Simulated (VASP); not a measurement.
Data:

```xyz
6
Lattice="4.5121 0.0000 0.0000 0.0000 4.5121 0.0000 0.0000 0.0000 2.9415" Properties=species:S:1:pos:R:3 pbc="T T T"
Ge     2.2561     2.2561     1.4708
Ge     0.0000     0.0000     0.0000
O      3.1325     3.1325     0.0000
O      1.3797     1.3797     0.0000
O      3.6357     0.8764     1.4708
O      0.8764     3.6357     1.4708
```

The numbers are results of revPBE GGA, VASP's PBE PAW potentials (set 64) (plane waves; VASP 6.6.1), not measurements. Settings: 400 eV cut-off, 6×6×9 Γ-centred mesh shifted by (0.5, 0.5, 0.5), Gaussian smearing of 0.010 eV, potentials Ge_d O.

At this cut-off the stress carries a Pulay error, which pulls relaxed volumes low.

**Question.** Give the force on each atom (eV/Å).

**Answer.** 
```
atom      Fx      Fy     Fz
----  ------  ------  -----
Ge1    0.000   0.000  0.000
Ge2    0.000   0.000  0.000
O3    -0.187  -0.187  0.000
O4     0.187   0.187  0.000
O5     0.187  -0.187  0.000
O6    -0.187   0.187  0.000
```

**Question.** Give the stress tensor in GPa (positive for a compressed cell).

**Answer.** 
```
 -8.06    0.00    0.00
  0.00   -8.06    0.00
  0.00    0.00  -10.00
```
The pressure is its mean diagonal, -8.70 GPa.

The structure comes from a computed database's GeO2 entry; how it stands against other phases isn't given here. The cell was not relaxed at this level.
